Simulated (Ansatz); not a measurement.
**Band structure of EuS**

```
Eu S
1.0
     0.00000    2.92422    2.92422
     2.92422    0.00000    2.92422
     2.92422    2.92422    0.00000
Eu S
1 1
Direct
  0.00000 0.00000 0.00000
  0.50000 0.50000 0.50000
```

Atom numbers follow the list: Eu1, S2.

Conventional cell: a = 5.848 Å, b = 5.848 Å, c = 5.848 Å, α = 90.00°, β = 90.00°, γ = 90.00°. Eu (atom 1) has 6 S at 2.92 Å as nearest neighbours. S (atom 2) has 6 Eu at 2.92 Å as nearest neighbours.

The structure comes from a relaxation in the same program, started in the rocksalt type, and has space group Fm-3m. Whether it is a known phase or the ground state wasn't checked.

Where the f shell is localised, expect the real compound to differ from this run without U.

The magnetic state is the one reached from the start moments; no search over orders was made, so it needn't be the ground state.

No spin–orbit coupling, which matters for the heavy atoms here.

Computed with DFT, PBE, all-electron LAPW, scalar-relativistic (Ansatz 0.2.0).

The runs use a Γ-centred 10×10×10 k mesh, Fermi–Dirac smearing of 0.08 eV, basis error target 0.25 meV/atom, spin-polarised from start moments Eu1 7 μB, ending with a cell moment of 6.95 μB.

Points in fractions of the reciprocal vectors of this cell: Γ (0, 0, 0), X (0.5, 0, 0.5), U (0.625, 0.25, 0.625), K (0.375, 0.375, 0.75), L (0.5, 0.5, 0.5), W (0.5, 0.25, 0.75). The path joins them by straight lines in the order Γ–X–U–K–Γ–L–W–X; legs that retrace an earlier one aren't tabulated. Energies are in eV from the Fermi level.

(1) Is there a gap?

(2) List the levels between -20 and 1.5 eV at the symmetry points.

Results:

(1) none: bands cross the Fermi level, a metal.

(2) 
Γ spin-up: -13.64, -2.83 (×3), -0.54, -0.36 (×3), 0.01 (×3), 1.02 (×3), 1.11
Γ spin-down: -17.85 (×3), -13.62, -2.65 (×3)
X spin-up: -13.22, -4.08, -3.18 (×2), -1.00, -0.47, -0.44, -0.42 (×2), -0.38, -0.17 (×2)
X spin-down: -18.24, -18.00 (×2), -13.26, -3.77, -2.98 (×2), -0.32
U spin-up: -13.01, -4.27, -3.99, -3.60, -0.59, -0.47, -0.46, -0.43, -0.42, -0.38, -0.31, 0.76
U spin-down: -18.17 (×2), -17.96, -12.98, -4.04, -3.70, -3.44, 1.05
K spin-up: -13.01, -4.27, -3.99, -3.60, -0.59, -0.47, -0.46, -0.43, -0.42, -0.38, -0.31, 0.76
K spin-down: -18.17 (×2), -17.96, -12.98, -4.04, -3.70, -3.44, 1.05
L spin-up: -12.65, -5.57, -4.01 (×2), -0.55, -0.51 (×2), -0.41 (×2), -0.37, -0.36
L spin-down: -18.49, -17.88 (×2), -12.49, -5.31, -3.89 (×2)
W spin-up: -13.00, -4.24, -3.86 (×2), -0.52 (×2), -0.44 (×2), -0.40, -0.38, -0.35
W spin-down: -18.12 (×2), -18.08, -12.96, -4.08, -3.59 (×2)
